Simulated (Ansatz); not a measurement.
# Potassium, bcc under LDA: convergence with the Methfessel-Paxton smearing

A convergence test of the Methfessel-Paxton smearing width. The geometry was relaxed under LDA beforehand and stays fixed; 7 values are run, from 0.01 to 1.0 eV. Wanted are the values from which on the energy stays within 10 and 1 meV/atom, and the pressure within 0.5 GPa, of the narrowest run. Within the series other settings stay, but some runs also write fields, which adds to their time. Spin polarisation is left out.

Method: DFT LDA, plane waves with PAW, scalar-relativistic, in Ansatz 0.2.0.

## (1) The starting structure

The structure is cubic, space group Im-3m (No. 229). The conventional cell has a = 5.048 Å, b = 5.048 Å, c = 5.048 Å, α = 90.00°, β = 90.00°, γ = 90.00°. K (site symmetry m-3m) has 8 K at 4.37 Å as nearest neighbours.

Coordinates:

```
CELL_PARAMETERS angstrom
-2.52419 2.52419 2.52419
2.52419 -2.52419 2.52419
2.52419 2.52419 -2.52419
ATOMIC_POSITIONS crystal
K 0.00000 0.00000 0.00000
```

## (2) Run at 0.01 eV

The run at 0.01 eV.

The input, input.yaml:

```yaml
crystal:
  lattice:
    - [-2.5241928768, 2.5241928768, 2.5241928768]
    - [2.5241928768, -2.5241928768, 2.5241928768]
    - [2.5241928768, 2.5241928768, -2.5241928768]
  atoms:
    - { symbol: K, position: [0.0, 0.0, 0.0] }
hamiltonian:
  xc: lda
  pseudopotentials:
    kind: paw
    azcp:
      K: "pseudopotentials/K.paw.azcp"
basis:
  ecutwfc: 420
  fft_grid_basis: typed
kpoints:
  mp_grid: { grid: [9, 9, 9], shift: [0, 0, 0] }
magnetization:
  spin_polarized: false
scf:
  occupations: { method: methfessel_paxton, width: 0.01 }
  lower_state_search: "off"
output:
  stress: true
  write_density: true
  write_potential: true
  elf: true
  volumetric_format: npy
```

Run with:

```console
$ ansatz run input.yaml --threads 2 --pin off --max-ram 5120MiB --backend cpu --events-out ev --progress --plain --runs-dir out
```

Standard output (excerpt; [...] marks lines left out):

```text
Warning: <dir> the record states the generating functional pbe (its physics header spells it `PBE`), which answers neither for hamiltonian.xc's functional nor for the lda family's — results may be inconsistent (PPs are generated against a specific XC)
Warning: RAYON_NUM_THREADS=2 ignored (pool sized by the plan → 2); use --threads N
[...]
Pseudopotentials: kind: paw
Pseudopotential: K, paw, valence charge 9, recommended cutoff 420 eV (normal), <dir>
Functional definition: SPW92
[...]
Crystal: 1 atoms, lattice volume = 64.332 Å³
Basis set: ecut = 420 eV, 1253 PW (Γ)
Bands: 9, of which v1, the nominal top of the filled ones, is band 5 counted from 1 (4 counted from 0)
Symmetry: 48 space group operations
Space group: Im-3m (ITA 229), of the structure as read, at distance tolerance 4.0e-5 Å
k-points: 35 of 729
[...]
SCF iter   1: F=—  HF=-1496.254495 eV  |F-HF|=—  |Δ(HF+E_count)|=         —  Δρ=3.47e-3  dr2=2.82e-3  ethr=1.77e-3  ⟨swp⟩=5.8  Hψ=2440  notcnv=0
[...]
SCF iter   5: F=-1496.253589 eV  HF=-1496.253589 eV  |F-HF|=2.88e-8  |Δ(HF+E_count)|=   4.44e-9  S|Δr|=    0.00e0  Δρ=8.40e-6  dr2=3.34e-8  ethr=1.11e-9  ⟨swp⟩=9.8  Hψ=2261  notcnv=0
[...]
SCF converged after 5 iterations
Stability not checked: this state was not tested for a lower state beside it, because cold or Methfessel-Paxton smearing, or corrected tetrahedra, fill the levels in a way that the test cannot read (fill_not_monotonic; see scf.lower_state_search)
Free energy (F): -1496.253589 eV
[...]
E sigma→0 (E₀):  -1496.253577 eV
Entropy (-TS):   -0.000047 eV (-0.047 meV/atom)
Fermi energy:    2.077427 eV
[...]
--- Stress (GPa, compression-positive) ---
       -0.017349      -0.000000      -0.000000
       -0.000000      -0.017349       0.000000
       -0.000000       0.000000      -0.017349
  P = ⅓ Tr σ = -0.0173 GPa (-0.173 kbar)
--- Band table (eV; the first three rows and the last of 35) ---
  k-point 0: bands = ["-29.6591", "-13.2872", "-13.2872", "-13.2872", "-0.2270", "6.4125", "6.4125", "6.4125", "7.4249"]
[...]
```

Wall time 0.65 s (2 threads of Arm Neoverse V2, shared host); peak memory 0.27 GiB.

## (3) Run at 0.03 eV

The run at 0.03 eV.

input.yaml, as its differences from that of step 2:

```diff
@@ -21,3 +21,3 @@
 scf:
-  occupations: { method: methfessel_paxton, width: 0.01 }
+  occupations: { method: methfessel_paxton, width: 0.03 }
   lower_state_search: "off"
@@ -25,5 +25 @@
   stress: true
-  write_density: true
-  write_potential: true
-  elf: true
-  volumetric_format: npy
```

Run with:

```console
$ ansatz run input.yaml --threads 2 --pin off --max-ram 5120MiB --backend cpu --events-out ev --progress --plain --runs-dir out
```

Standard output (excerpt; [...] marks lines left out):

```text
Warning: <dir> the record states the generating functional pbe (its physics header spells it `PBE`), which answers neither for hamiltonian.xc's functional nor for the lda family's — results may be inconsistent (PPs are generated against a specific XC)
Warning: RAYON_NUM_THREADS=2 ignored (pool sized by the plan → 2); use --threads N
[...]
[... 3 set-up lines as earlier in the session ...]
[...]
Crystal: 1 atoms, lattice volume = 64.332 Å³
Basis set: ecut = 420 eV, 1253 PW (Γ)
Bands: 9, of which v1, the nominal top of the filled ones, is band 5 counted from 1 (4 counted from 0)
[... 2 set-up lines as earlier in the session ...]
k-points: 35 of 729
[...]
SCF iter   1: F=—  HF=-1496.254565 eV  |F-HF|=—  |Δ(HF+E_count)|=         —  Δρ=3.47e-3  dr2=2.82e-3  ethr=1.77e-3  ⟨swp⟩=5.5  Hψ=2390  notcnv=0
[...]
SCF iter   5: F=-1496.253682 eV  HF=-1496.253682 eV  |F-HF|=2.88e-8  |Δ(HF+E_count)|=   4.33e-9  S|Δr|=    0.00e0  Δρ=8.41e-6  dr2=3.35e-8  ethr=1.11e-9  ⟨swp⟩=4.0  Hψ=927  notcnv=0
[...]
SCF converged after 5 iterations
Stability not checked: this state was not tested for a lower state beside it, because cold or Methfessel-Paxton smearing, or corrected tetrahedra, fill the levels in a way that the test cannot read (fill_not_monotonic; see scf.lower_state_search)
Free energy (F): -1496.253682 eV
[...]
E sigma→0 (E₀):  -1496.253648 eV
Entropy (-TS):   -0.000138 eV (-0.138 meV/atom)
Fermi energy:    2.088843 eV
[...]
--- Stress (GPa, compression-positive) ---
       -0.017346       0.000000       0.000000
        0.000000      -0.017346      -0.000000
        0.000000       0.000000      -0.017346
  P = ⅓ Tr σ = -0.0173 GPa (-0.173 kbar)
```

It took 0.44 s on 2 threads of Arm Neoverse V2, shared host; peak memory 0.27 GiB.

## (4) Run at 0.1 eV

The run at 0.1 eV.

input.yaml, as its differences from that of step 3:

```diff
@@ -21,3 +21,3 @@
 scf:
-  occupations: { method: methfessel_paxton, width: 0.03 }
+  occupations: { method: methfessel_paxton, width: 0.1 }
   lower_state_search: "off"
```

Run with:

```console
$ ansatz run input.yaml --threads 2 --pin off --max-ram 5120MiB --backend cpu --events-out ev --progress --plain --runs-dir out
```

Standard output (excerpt; [...] marks lines left out):

```text
Warning: <dir> the record states the generating functional pbe (its physics header spells it `PBE`), which answers neither for hamiltonian.xc's functional nor for the lda family's — results may be inconsistent (PPs are generated against a specific XC)
Warning: RAYON_NUM_THREADS=2 ignored (pool sized by the plan → 2); use --threads N
[...]
[... 3 set-up lines as earlier in the session ...]
[...]
Crystal: 1 atoms, lattice volume = 64.332 Å³
Basis set: ecut = 420 eV, 1253 PW (Γ)
Bands: 9, of which v1, the nominal top of the filled ones, is band 5 counted from 1 (4 counted from 0)
[... 2 set-up lines as earlier in the session ...]
k-points: 35 of 729
[...]
SCF iter   1: F=—  HF=-1496.254898 eV  |F-HF|=—  |Δ(HF+E_count)|=         —  Δρ=3.47e-3  dr2=2.82e-3  ethr=1.77e-3  ⟨swp⟩=5.1  Hψ=2289  notcnv=0
[...]
SCF iter   5: F=-1496.253989 eV  HF=-1496.253989 eV  |F-HF|=2.90e-8  |Δ(HF+E_count)|=   4.85e-9  S|Δr|=    0.00e0  Δρ=8.42e-6  dr2=3.37e-8  ethr=1.11e-9  ⟨swp⟩=4.0  Hψ=931  notcnv=0
[...]
SCF converged after 5 iterations
Stability not checked: this state was not tested for a lower state beside it, because cold or Methfessel-Paxton smearing, or corrected tetrahedra, fill the levels in a way that the test cannot read (fill_not_monotonic; see scf.lower_state_search)
Free energy (F): -1496.253989 eV
[...]
E sigma→0 (E₀):  -1496.253810 eV
Entropy (-TS):   -0.000715 eV (-0.715 meV/atom)
Fermi energy:    2.122459 eV
[...]
--- Stress (GPa, compression-positive) ---
       -0.018307       0.000000       0.000000
        0.000000      -0.018307      -0.000000
       -0.000000       0.000000      -0.018307
  P = ⅓ Tr σ = -0.0183 GPa (-0.183 kbar)
```

Wall time 0.44 s (2 threads of Arm Neoverse V2, shared host); peak memory 0.27 GiB.

## (5) Run at 0.2 eV

The run at 0.2 eV.

input.yaml, as its differences from that of step 4:

```diff
@@ -21,3 +21,3 @@
 scf:
-  occupations: { method: methfessel_paxton, width: 0.1 }
+  occupations: { method: methfessel_paxton, width: 0.2 }
   lower_state_search: "off"
```

Run with:

```console
$ ansatz run input.yaml --threads 2 --pin off --max-ram 5120MiB --backend cpu --events-out ev --progress --plain --runs-dir out
```

Standard output (excerpt; [...] marks lines left out):

```text
Warning: <dir> the record states the generating functional pbe (its physics header spells it `PBE`), which answers neither for hamiltonian.xc's functional nor for the lda family's — results may be inconsistent (PPs are generated against a specific XC)
Warning: RAYON_NUM_THREADS=2 ignored (pool sized by the plan → 2); use --threads N
[...]
[... 3 set-up lines as earlier in the session ...]
[...]
Crystal: 1 atoms, lattice volume = 64.332 Å³
Basis set: ecut = 420 eV, 1253 PW (Γ)
Bands: 9, of which v1, the nominal top of the filled ones, is band 5 counted from 1 (4 counted from 0)
[... 2 set-up lines as earlier in the session ...]
k-points: 35 of 729
[...]
SCF iter   1: F=—  HF=-1496.255127 eV  |F-HF|=—  |Δ(HF+E_count)|=         —  Δρ=3.47e-3  dr2=2.83e-3  ethr=1.77e-3  ⟨swp⟩=4.9  Hψ=2194  notcnv=0
[...]
SCF iter   6: F=-1496.254239 eV  HF=-1496.254239 eV  |F-HF|=1.35e-9  |Δ(HF+E_count)|=   3.83e-8  S|Δr|=    0.00e0  Δρ=4.00e-6  dr2=1.32e-8  ethr=1.11e-9  ⟨swp⟩=4.0  Hψ=890  notcnv=0
[...]
SCF converged after 6 iterations
Stability not checked: this state was not tested for a lower state beside it, because cold or Methfessel-Paxton smearing, or corrected tetrahedra, fill the levels in a way that the test cannot read (fill_not_monotonic; see scf.lower_state_search)
Free energy (F): -1496.254239 eV
[...]
E sigma→0 (E₀):  -1496.254361 eV
Entropy (-TS):   0.000486 eV (0.486 meV/atom)
Fermi energy:    2.151014 eV
[...]
--- Stress (GPa, compression-positive) ---
       -0.022399       0.000000      -0.000000
        0.000000      -0.022399      -0.000000
        0.000000       0.000000      -0.022399
  P = ⅓ Tr σ = -0.0224 GPa (-0.224 kbar)
```

Wall time 0.47 s (2 threads of Arm Neoverse V2, shared host); peak memory 0.27 GiB.

## (6) Run at 0.3 eV

The run at 0.3 eV.

input.yaml, as its differences from that of step 5:

```diff
@@ -21,3 +21,3 @@
 scf:
-  occupations: { method: methfessel_paxton, width: 0.2 }
+  occupations: { method: methfessel_paxton, width: 0.3 }
   lower_state_search: "off"
```

Run with:

```console
$ ansatz run input.yaml --threads 2 --pin off --max-ram 5120MiB --backend cpu --events-out ev --progress --plain --runs-dir out
```

Standard output (excerpt; [...] marks lines left out):

```text
Warning: <dir> the record states the generating functional pbe (its physics header spells it `PBE`), which answers neither for hamiltonian.xc's functional nor for the lda family's — results may be inconsistent (PPs are generated against a specific XC)
Warning: RAYON_NUM_THREADS=2 ignored (pool sized by the plan → 2); use --threads N
[...]
[... 3 set-up lines as earlier in the session ...]
[...]
Crystal: 1 atoms, lattice volume = 64.332 Å³
Basis set: ecut = 420 eV, 1253 PW (Γ)
Bands: 9, of which v1, the nominal top of the filled ones, is band 5 counted from 1 (4 counted from 0)
[... 2 set-up lines as earlier in the session ...]
k-points: 35 of 729
[...]
SCF iter   1: F=—  HF=-1496.254286 eV  |F-HF|=—  |Δ(HF+E_count)|=         —  Δρ=3.48e-3  dr2=2.84e-3  ethr=1.77e-3  ⟨swp⟩=4.9  Hψ=2149  notcnv=0
[...]
SCF iter   6: F=-1496.253392 eV  HF=-1496.253392 eV  |F-HF|=1.17e-9  |Δ(HF+E_count)|=   4.17e-8  S|Δr|=    0.00e0  Δρ=3.97e-6  dr2=1.35e-8  ethr=1.11e-9  ⟨swp⟩=4.0  Hψ=895  notcnv=0
[...]
SCF converged after 6 iterations
Stability not checked: this state was not tested for a lower state beside it, because cold or Methfessel-Paxton smearing, or corrected tetrahedra, fill the levels in a way that the test cannot read (fill_not_monotonic; see scf.lower_state_search)
Free energy (F): -1496.253392 eV
[...]
E sigma→0 (E₀):  -1496.254370 eV
Entropy (-TS):   0.003913 eV (3.913 meV/atom)
Fermi energy:    2.152815 eV
[...]
--- Stress (GPa, compression-positive) ---
       -0.024504       0.000000       0.000000
       -0.000000      -0.024504      -0.000000
       -0.000000      -0.000000      -0.024504
  P = ⅓ Tr σ = -0.0245 GPa (-0.245 kbar)
```

Wall time 0.46 s (2 threads of Arm Neoverse V2, shared host); peak memory 0.27 GiB.

## (7) Run at 0.6 eV

The run at 0.6 eV.

input.yaml, as its differences from that of step 6:

```diff
@@ -21,3 +21,3 @@
 scf:
-  occupations: { method: methfessel_paxton, width: 0.3 }
+  occupations: { method: methfessel_paxton, width: 0.6 }
   lower_state_search: "off"
```

Run with:

```console
$ ansatz run input.yaml --threads 2 --pin off --max-ram 5120MiB --backend cpu --events-out ev --progress --plain --runs-dir out
```

Standard output (excerpt; [...] marks lines left out):

```text
Warning: <dir> the record states the generating functional pbe (its physics header spells it `PBE`), which answers neither for hamiltonian.xc's functional nor for the lda family's — results may be inconsistent (PPs are generated against a specific XC)
Warning: RAYON_NUM_THREADS=2 ignored (pool sized by the plan → 2); use --threads N
band count auto-derived: 10 (N_el = 9.0; filled up to band 5; 9 by the electrons, moments and atoms)
[...]
[... 3 set-up lines as earlier in the session ...]
[...]
Crystal: 1 atoms, lattice volume = 64.332 Å³
Basis set: ecut = 420 eV, 1253 PW (Γ)
Bands: 10, of which v1, the nominal top of the filled ones, is band 5 counted from 1 (4 counted from 0)
[... 2 set-up lines as earlier in the session ...]
k-points: 35 of 729
[...]
SCF iter   1: F=—  HF=-1496.251644 eV  |F-HF|=—  |Δ(HF+E_count)|=         —  Δρ=3.48e-3  dr2=2.86e-3  ethr=1.77e-3  ⟨swp⟩=5.3  Hψ=2326  notcnv=0
[...]
SCF iter   6: F=-1496.250850 eV  HF=-1496.250850 eV  |F-HF|=6.23e-10  |Δ(HF+E_count)|=   4.88e-8  S|Δr|=    0.00e0  Δρ=4.06e-6  dr2=1.54e-8  ethr=1.11e-9  ⟨swp⟩=4.0  Hψ=941  notcnv=0
[...]
SCF converged after 6 iterations
Stability not checked: this state was not tested for a lower state beside it, because cold or Methfessel-Paxton smearing, or corrected tetrahedra, fill the levels in a way that the test cannot read (fill_not_monotonic; see scf.lower_state_search)
Free energy (F): -1496.250850 eV
[...]
E sigma→0 (E₀):  -1496.251413 eV
Entropy (-TS):   0.002252 eV (2.252 meV/atom)
Fermi energy:    2.145715 eV
[...]
--- Stress (GPa, compression-positive) ---
       -0.018878       0.000000       0.000000
        0.000000      -0.018878       0.000000
       -0.000000       0.000000      -0.018878
  P = ⅓ Tr σ = -0.0189 GPa (-0.189 kbar)
```

Run time: 0.48 s. Hardware: 2 threads of Arm Neoverse V2, shared host; peak memory 0.27 GiB.

## (8) Run at 1.0 eV

The run at 1.0 eV.

input.yaml, as its differences from that of step 7:

```diff
@@ -21,3 +21,3 @@
 scf:
-  occupations: { method: methfessel_paxton, width: 0.6 }
+  occupations: { method: methfessel_paxton, width: 1.0 }
   lower_state_search: "off"
@@ -25 +25,5 @@
   stress: true
+  write_density: true
+  write_potential: true
+  elf: true
+  volumetric_format: npy
```

Run with:

```console
$ ansatz run input.yaml --threads 2 --pin off --max-ram 5120MiB --backend cpu --events-out ev --progress --plain --runs-dir out
```

Standard output (excerpt; [...] marks lines left out):

```text
Warning: <dir> the record states the generating functional pbe (its physics header spells it `PBE`), which answers neither for hamiltonian.xc's functional nor for the lda family's — results may be inconsistent (PPs are generated against a specific XC)
Warning: RAYON_NUM_THREADS=2 ignored (pool sized by the plan → 2); use --threads N
band count auto-derived: 11 (N_el = 9.0; filled up to band 5; 9 by the electrons, moments and atoms)
[...]
[... 3 set-up lines as earlier in the session ...]
[...]
Crystal: 1 atoms, lattice volume = 64.332 Å³
Basis set: ecut = 420 eV, 1253 PW (Γ)
Bands: 11, of which v1, the nominal top of the filled ones, is band 5 counted from 1 (4 counted from 0)
[... 2 set-up lines as earlier in the session ...]
k-points: 35 of 729
[...]
SCF iter   1: F=—  HF=-1496.248105 eV  |F-HF|=—  |Δ(HF+E_count)|=         —  Δρ=3.51e-3  dr2=2.98e-3  ethr=1.77e-3  ⟨swp⟩=5.1  Hψ=2461  notcnv=0
[...]
SCF iter   6: F=-1496.247397 eV  HF=-1496.247397 eV  |F-HF|=1.30e-9  |Δ(HF+E_count)|=   6.72e-8  S|Δr|=    0.00e0  Δρ=3.95e-6  dr2=1.70e-8  ethr=1.11e-9  ⟨swp⟩=7.9  Hψ=2468  notcnv=0
[...]
SCF converged after 6 iterations
Stability not checked: this state was not tested for a lower state beside it, because cold or Methfessel-Paxton smearing, or corrected tetrahedra, fill the levels in a way that the test cannot read (fill_not_monotonic; see scf.lower_state_search)
Free energy (F): -1496.247397 eV
[...]
E sigma→0 (E₀):  -1496.250899 eV
Entropy (-TS):   0.014007 eV (14.007 meV/atom)
Fermi energy:    2.150264 eV
[...]
--- Stress (GPa, compression-positive) ---
       -0.006096       0.000000       0.000000
       -0.000000      -0.006096      -0.000000
       -0.000000      -0.000000      -0.006096
  P = ⅓ Tr σ = -0.0061 GPa (-0.061 kbar)
--- Band table (eV; the first three rows and the last of 35) ---
  k-point 0: bands = ["-29.6599", "-13.2879", "-13.2879", "-13.2879", "-0.2269", "6.4112", "6.4112", "6.4112", "7.4254", "7.4254", "10.6980"]
[...]
```

Run time: 0.71 s. Hardware: 2 threads of Arm Neoverse V2, shared host; peak memory 0.28 GiB.

## (9) The series

Energies count from the run at 0.01 eV.

| smearing (eV) | F (meV/atom) | E(σ → 0) (meV/atom) | P (GPa) | SCF cycles | CPU time |
| --- | --- | --- | --- | --- | --- |
| 0.01 | 0.00 | 0.00 | -0.02 | 5 | 1.1 s |
| 0.03 | -0.09 | -0.07 | -0.02 | 5 | 0.74 s |
| 0.1 | -0.40 | -0.23 | -0.02 | 5 | 0.74 s |
| 0.2 | -0.65 | -0.78 | -0.02 | 6 | 0.78 s |
| 0.3 | 0.20 | -0.79 | -0.02 | 6 | 0.78 s |
| 0.6 | 2.74 | 2.16 | -0.02 | 6 | 0.81 s |
| 1.0 | 6.19 | 2.68 | -0.01 | 6 | 1.2 s |

## (10) What came out

| quantity | value |
| --- | --- |
| E(σ → 0) stays within 10 meV/atom of 0.01 eV | up to 1.0 eV |
| E(σ → 0) stays within 1 meV/atom | up to 0.3 eV |
| pressure stays within 0.5 GPa | up to 1.0 eV |
| pressure at 0.01 eV | -0.02 GPa |
| energy of a separate run on a finer mesh (15×15×15) | +3.0 meV/atom from 0.01 eV |

What this shows: At 1.0 eV the energy differs by +2.7 meV/atom and the pressure by 0.0 GPa. The free energy F moves by +6.2 meV/atom over the range, and the estimate for σ → 0 by +2.7. This scheme cancels the term in the square of the width, so F moves little up to 0.2 eV. The mesh (9×9×9) is fixed, so the narrowest widths carry a k-point error of their own. The yardstick itself is unsettled by 3.0 meV/atom against the finer mesh, so the thresholds above hold only within this series, and wider smearing, which averages over more states, can land nearer the fine-mesh value than the narrowest does. The cell taken over is 10 % smaller than the measured one (71.32 Å³/atom, COD), which weighs on all values here.
